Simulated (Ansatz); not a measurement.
Born–Oppenheimer molecular dynamics of a periodic cell of 16 atoms, Si (start crystal Si, start structure Fd-3m, volume 1.1 times the crystal's). It starts from a structure without forces on its atoms.

These are results of DFT PBE, scalar-relativistic, plane waves, PAW in Ansatz, not measurements. Settings: cutoff 420 eV, k mesh 2x2x2, fermi-dirac smearing 0.36 eV, no spin polarisation.

```json
{"ensemble": "NVT, Langevin thermostat", "time step": "1.5 fs", "steps asked": "70", "set temperature": "4200 K", "friction": "0.02 /fs", "seed": "58518"}
```

Frames 1.5 fs apart, positions in Å, forces in eV/Å.

Velocities at 0.0 fs (Å/ps):

```
Si 14.06 6.46 -11.72
Si 1.26 -1.98 -9.01
Si -3.42 6.25 -9.78
Si 2.63 3.36 1.33
Si -6.86 3.06 -14.25
Si -10.46 0.43 -13.13
Si -12.52 20.05 16.40
Si -14.86 2.50 -3.17
Si -1.80 -7.29 1.58
Si -12.46 -12.70 0.62
Si -9.49 9.74 13.54
Si -14.72 -0.44 10.14
Si 8.69 -14.45 21.80
Si 9.83 -7.56 2.85
Si 21.65 -6.42 -7.26
Si 28.48 -1.00 0.07
```

```xyz
16
Lattice="0.0000 5.6125 5.6125 5.6125 0.0000 5.6125 5.6125 5.6125 0.0000" Properties=species:S:1:pos:R:3:forces:R:3 time_fs=0.0 energy_less_start_eV=0.000 T=3938
Si 0.000 0.000 0.000 0.00 0.00 0.00
Si 1.403 1.403 1.403 0.00 0.00 0.00
Si 2.806 2.806 0.000 0.00 0.00 0.00
Si 4.209 4.209 1.403 0.00 0.00 0.00
Si 2.806 0.000 2.806 0.00 0.00 0.00
Si 4.209 1.403 4.209 0.00 0.00 0.00
Si 5.612 2.806 2.806 0.00 0.00 0.00
Si 7.016 4.209 4.209 0.00 0.00 0.00
Si 0.000 2.806 2.806 0.00 0.00 0.00
Si 1.403 4.209 4.209 0.00 0.00 0.00
Si 2.806 5.612 2.806 0.00 0.00 0.00
Si 4.209 7.016 4.209 0.00 0.00 0.00
Si 2.806 2.806 5.612 0.00 0.00 0.00
Si 4.209 4.209 7.016 0.00 0.00 0.00
Si 5.612 5.612 5.612 0.00 0.00 0.00
Si 7.016 7.016 7.016 0.00 0.00 0.00
16
Lattice="0.0000 5.6125 5.6125 5.6125 0.0000 5.6125 5.6125 5.6125 0.0000" Properties=species:S:1:pos:R:3:forces:R:3 time_fs=1.5 energy_less_start_eV=0.065 T=3954
Si 0.017 0.009 -0.016 -0.25 -0.08 0.04
Si 1.408 1.400 1.394 -0.04 0.13 -0.07
Si 2.802 2.813 -0.019 -0.04 0.09 0.22
Si 4.215 4.212 1.408 -0.11 0.19 -0.10
Si 2.798 0.004 2.782 0.05 -0.13 0.13
Si 4.194 1.406 4.190 0.09 -0.04 0.17
Si 5.596 2.837 2.831 0.13 -0.38 -0.36
Si 6.991 4.214 4.203 0.37 0.02 -0.09
Si -0.002 2.796 2.807 -0.07 -0.11 0.00
Si 1.383 4.191 4.204 0.27 0.02 0.16
Si 2.793 5.627 2.824 0.13 -0.30 -0.06
Si 4.187 7.015 4.223 0.28 -0.05 -0.07
Si 2.818 2.786 5.648 0.01 0.25 -0.42
Si 4.224 4.201 7.019 0.02 0.10 -0.04
Si 5.642 5.599 5.598 -0.28 0.25 0.26
Si 7.058 7.012 7.013 -0.56 0.06 0.23
16
Lattice="0.0000 5.6125 5.6125 5.6125 0.0000 5.6125 5.6125 5.6125 0.0000" Properties=species:S:1:pos:R:3:forces:R:3 time_fs=3.0 energy_less_start_eV=0.275 T=4368
Si 0.032 0.017 -0.031 -0.44 -0.15 0.10
Si 1.416 1.400 1.389 -0.13 0.21 -0.21
Si 2.797 2.816 -0.043 -0.09 0.23 0.49
Si 4.220 4.209 1.416 -0.21 0.38 -0.25
Si 2.792 0.005 2.755 0.08 -0.20 0.30
Si 4.180 1.407 4.173 0.15 -0.07 0.34
Si 5.583 2.869 2.858 0.15 -0.79 -0.71
Si 6.965 4.220 4.195 0.84 0.00 -0.17
Si -0.001 2.789 2.805 -0.19 -0.24 0.01
Si 1.364 4.170 4.195 0.54 0.10 0.36
Si 2.785 5.642 2.840 0.20 -0.63 -0.09
Si 4.163 7.013 4.238 0.62 -0.10 -0.19
Si 2.831 2.766 5.689 0.08 0.51 -0.91
Si 4.237 4.199 7.021 0.08 0.13 -0.09
Si 5.671 5.584 5.579 -0.59 0.58 0.57
Si 7.100 7.004 7.008 -1.09 0.05 0.44
16
Lattice="0.0000 5.6125 5.6125 5.6125 0.0000 5.6125 5.6125 5.6125 0.0000" Properties=species:S:1:pos:R:3:forces:R:3 time_fs=4.5 energy_less_start_eV=0.645 T=4510
Si 0.050 0.025 -0.048 -0.62 -0.22 0.19
Si 1.424 1.406 1.387 -0.21 0.22 -0.34
Si 2.789 2.818 -0.068 -0.13 0.37 0.79
Si 4.222 4.201 1.428 -0.29 0.60 -0.45
Si 2.790 0.003 2.732 0.06 -0.22 0.44
Si 4.166 1.403 4.157 0.26 -0.01 0.49
Si 5.574 2.905 2.884 0.00 -1.28 -0.99
Si 6.938 4.221 4.187 1.39 0.03 -0.25
Si -0.001 2.786 2.801 -0.33 -0.36 0.04
Si 1.347 4.150 4.186 0.79 0.20 0.54
Si 2.779 5.657 2.857 0.23 -0.99 -0.13
Si 4.136 7.009 4.250 1.02 -0.13 -0.28
Si 2.846 2.746 5.732 0.23 0.80 -1.43
Si 4.250 4.205 7.023 0.13 0.10 -0.15
Si 5.700 5.568 5.562 -0.92 0.95 0.90
Si 7.144 6.994 7.002 -1.61 -0.05 0.63
16
Lattice="0.0000 5.6125 5.6125 5.6125 0.0000 5.6125 5.6125 5.6125 0.0000" Properties=species:S:1:pos:R:3:forces:R:3 time_fs=6.0 energy_less_start_eV=1.184 T=4745
Si 0.069 0.030 -0.064 -0.80 -0.25 0.28
Si 1.431 1.415 1.385 -0.23 0.19 -0.51
Si 2.785 2.822 -0.099 -0.22 0.50 1.15
Si 4.228 4.192 1.446 -0.40 0.84 -0.73
Si 2.790 0.000 2.712 -0.02 -0.21 0.57
Si 4.149 1.398 4.144 0.42 0.09 0.62
Si 5.568 2.946 2.907 -0.29 -1.91 -1.23
Si 6.912 4.214 4.179 2.02 0.19 -0.25
Si 0.000 2.782 2.790 -0.48 -0.47 0.09
Si 1.330 4.130 4.173 1.00 0.31 0.73
Si 2.773 5.671 2.875 0.25 -1.35 -0.16
Si 4.105 7.007 4.260 1.47 -0.18 -0.37
Si 2.857 2.729 5.774 0.47 1.11 -1.91
Si 4.262 4.216 7.027 0.18 0.02 -0.25
Si 5.727 5.552 5.545 -1.23 1.32 1.22
Si 7.189 6.979 6.998 -2.12 -0.20 0.76
16
Lattice="0.0000 5.6125 5.6125 5.6125 0.0000 5.6125 5.6125 5.6125 0.0000" Properties=species:S:1:pos:R:3:forces:R:3 time_fs=7.5 energy_less_start_eV=1.868 T=4400
Si 0.089 0.031 -0.079 -0.96 -0.24 0.35
Si 1.436 1.422 1.386 -0.21 0.16 -0.70
Si 2.782 2.828 -0.132 -0.37 0.66 1.56
Si 4.236 4.184 1.466 -0.55 1.05 -1.02
Si 2.793 -0.003 2.693 -0.11 -0.17 0.71
Si 4.132 1.397 4.136 0.57 0.15 0.72
Si 5.564 2.985 2.929 -0.73 -2.59 -1.51
Si 6.885 4.203 4.170 2.75 0.44 -0.14
Si 0.000 2.779 2.777 -0.64 -0.58 0.14
Si 1.313 4.110 4.157 1.18 0.44 0.92
Si 2.768 5.680 2.896 0.27 -1.70 -0.17
Si 4.073 7.006 4.272 1.95 -0.28 -0.49
Si 2.861 2.715 5.812 0.71 1.40 -2.27
Si 4.275 4.230 7.033 0.20 -0.10 -0.40
Si 5.751 5.535 5.529 -1.52 1.68 1.56
Si 7.231 6.954 6.998 -2.54 -0.32 0.75
16
Lattice="0.0000 5.6125 5.6125 5.6125 0.0000 5.6125 5.6125 5.6125 0.0000" Properties=species:S:1:pos:R:3:forces:R:3 time_fs=9.0 energy_less_start_eV=2.636 T=3963
Si 0.108 0.030 -0.093 -1.07 -0.21 0.41
Si 1.445 1.430 1.384 -0.24 0.16 -0.84
Si 2.782 2.833 -0.164 -0.54 0.87 1.93
Si 4.243 4.180 1.487 -0.67 1.20 -1.27
Si 2.792 -0.002 2.677 -0.13 -0.17 0.82
Si 4.117 1.399 4.131 0.67 0.17 0.78
Si 5.561 3.014 2.948 -1.27 -3.23 -1.85
Si 6.858 4.189 4.160 3.51 0.76 0.07
Si -0.004 2.780 2.765 -0.74 -0.77 0.16
Si 1.299 4.090 4.138 1.32 0.58 1.14
Si 2.758 5.689 2.918 0.32 -2.04 -0.15
Si 4.042 7.002 4.285 2.41 -0.39 -0.60
Si 2.861 2.707 5.848 0.96 1.68 -2.56
Si 4.295 4.243 7.040 0.10 -0.15 -0.52
Si 5.776 5.520 5.517 -1.75 1.98 1.84
Si 7.270 6.926 6.997 -2.89 -0.43 0.66
16
Lattice="0.0000 5.6125 5.6125 5.6125 0.0000 5.6125 5.6125 5.6125 0.0000" Properties=species:S:1:pos:R:3:forces:R:3 time_fs=10.5 energy_less_start_eV=3.465 T=4267
Si 0.128 0.029 -0.102 -1.18 -0.19 0.40
Si 1.456 1.437 1.379 -0.32 0.20 -0.93
Si 2.780 2.839 -0.194 -0.67 1.05 2.24
Si 4.243 4.179 1.506 -0.73 1.30 -1.47
Si 2.788 -0.003 2.660 -0.06 -0.19 0.91
Si 4.105 1.400 4.125 0.73 0.17 0.85
Si 5.557 3.037 2.963 -1.89 -3.81 -2.24
Si 6.834 4.169 4.152 4.24 1.14 0.34
Si -0.012 2.786 2.753 -0.76 -1.06 0.16
Si 1.286 4.071 4.116 1.44 0.75 1.39
Si 2.746 5.700 2.942 0.31 -2.39 -0.17
Si 4.010 6.989 4.303 2.86 -0.43 -0.64
Si 2.858 2.705 5.880 1.22 1.94 -2.83
Si 4.320 4.254 7.042 -0.11 -0.13 -0.61
Si 5.802 5.505 5.511 -1.91 2.23 2.04
Si 7.310 6.896 6.994 -3.16 -0.57 0.55
16
Lattice="0.0000 5.6125 5.6125 5.6125 0.0000 5.6125 5.6125 5.6125 0.0000" Properties=species:S:1:pos:R:3:forces:R:3 time_fs=12.0 energy_less_start_eV=4.329 T=3665
Si 0.149 0.028 -0.102 -1.29 -0.20 0.33
Si 1.465 1.443 1.378 -0.39 0.25 -1.00
Si 2.773 2.841 -0.225 -0.71 1.15 2.51
Si 4.236 4.175 1.522 -0.77 1.38 -1.62
Si 2.781 -0.006 2.646 0.05 -0.23 0.99
Si 4.093 1.400 4.117 0.79 0.18 0.91
Si 5.553 3.060 2.974 -2.50 -4.31 -2.62
Si 6.812 4.149 4.154 4.89 1.44 0.55
Si -0.021 2.794 2.739 -0.75 -1.34 0.18
Si 1.275 4.053 4.097 1.54 0.93 1.61
Si 2.738 5.711 2.968 0.18 -2.73 -0.27
Si 3.982 6.967 4.322 3.26 -0.35 -0.57
Si 2.856 2.705 5.908 1.43 2.18 -3.04
Si 4.348 4.266 7.043 -0.36 -0.09 -0.68
Si 5.828 5.491 5.506 -2.06 2.48 2.26
Si 7.348 6.867 6.986 -3.32 -0.74 0.45
16
Lattice="0.0000 5.6125 5.6125 5.6125 0.0000 5.6125 5.6125 5.6125 0.0000" Properties=species:S:1:pos:R:3:forces:R:3 time_fs=13.5 energy_less_start_eV=5.182 T=3851
Si 0.171 0.022 -0.099 -1.39 -0.18 0.25
Si 1.473 1.450 1.381 -0.45 0.30 -1.10
Si 2.763 2.845 -0.259 -0.65 1.14 2.74
Si 4.227 4.174 1.533 -0.79 1.43 -1.73
Si 2.773 -0.010 2.632 0.17 -0.26 1.08
Si 4.081 1.403 4.108 0.84 0.15 0.96
Si 5.544 3.083 2.985 -3.07 -4.72 -3.00
Si 6.790 4.128 4.163 5.46 1.68 0.69
Si -0.029 2.803 2.722 -0.70 -1.62 0.24
Si 1.266 4.032 4.079 1.64 1.12 1.81
Si 2.734 5.721 2.991 -0.07 -3.03 -0.48
Si 3.958 6.940 4.341 3.59 -0.17 -0.38
Si 2.856 2.711 5.934 1.55 2.33 -3.17
Si 4.377 4.278 7.042 -0.62 0.00 -0.76
Si 5.852 5.481 5.503 -2.19 2.74 2.46
Si 7.378 6.843 6.976 -3.33 -0.91 0.39
16
Lattice="0.0000 5.6125 5.6125 5.6125 0.0000 5.6125 5.6125 5.6125 0.0000" Properties=species:S:1:pos:R:3:forces:R:3 time_fs=15.0 energy_less_start_eV=5.972 T=3545
Si 0.193 0.012 -0.097 -1.47 -0.15 0.18
Si 1.480 1.455 1.380 -0.51 0.35 -1.17
Si 2.749 2.849 -0.288 -0.47 1.04 2.90
Si 4.220 4.182 1.540 -0.80 1.43 -1.80
Si 2.763 -0.017 2.618 0.31 -0.26 1.17
Si 4.071 1.409 4.098 0.85 0.11 0.99
Si 5.534 3.104 2.994 -3.60 -5.02 -3.42
Si 6.768 4.104 4.179 5.92 1.86 0.83
Si -0.038 2.812 2.703 -0.63 -1.90 0.30
Si 1.260 4.011 4.061 1.73 1.27 1.98
Si 2.729 5.723 3.012 -0.33 -3.22 -0.75
Si 3.936 6.911 4.362 3.80 0.04 -0.13
Si 2.859 2.724 5.961 1.59 2.36 -3.25
Si 4.404 4.291 7.040 -0.87 0.13 -0.79
Si 5.872 5.472 5.503 -2.27 3.03 2.63
Si 7.404 6.822 6.965 -3.24 -1.06 0.35
16
Lattice="0.0000 5.6125 5.6125 5.6125 0.0000 5.6125 5.6125 5.6125 0.0000" Properties=species:S:1:pos:R:3:forces:R:3 time_fs=16.5 energy_less_start_eV=6.594 T=3125
Si 0.211 -0.003 -0.095 -1.54 -0.12 0.12
Si 1.482 1.456 1.372 -0.52 0.38 -1.18
Si 2.734 2.855 -0.310 -0.20 0.86 3.00
Si 4.218 4.194 1.544 -0.77 1.36 -1.81
Si 2.749 -0.020 2.613 0.43 -0.26 1.18
Si 4.066 1.414 4.086 0.82 0.08 1.04
Si 5.527 3.118 3.005 -4.08 -5.19 -3.85
Si 6.748 4.083 4.197 6.23 1.98 0.91
Si -0.047 2.816 2.680 -0.54 -2.07 0.39
Si 1.255 3.993 4.045 1.74 1.31 2.06
Si 2.723 5.714 3.033 -0.52 -3.25 -1.00
Si 3.918 6.882 4.384 3.86 0.24 0.07
Si 2.867 2.738 5.990 1.52 2.29 -3.25
Si 4.425 4.309 7.037 -1.07 0.22 -0.75
Si 5.888 5.464 5.503 -2.34 3.31 2.76
Si 7.426 6.798 6.952 -3.03 -1.13 0.31
```

Of the whole run (105 fs, mean temperature of the second half 4608 K): A run of 0.1 ps of so small a system gives no equilibrium averages. Limits of this set-up: coarse k mesh.

Time of the run: 7.8 min on 1 thread of Intel(R) Xeon(R) Platinum 8259CL CPU @ 2.50GHz (Skylake/Cascade Lake) (shared host), peak memory 0.73 GiB.
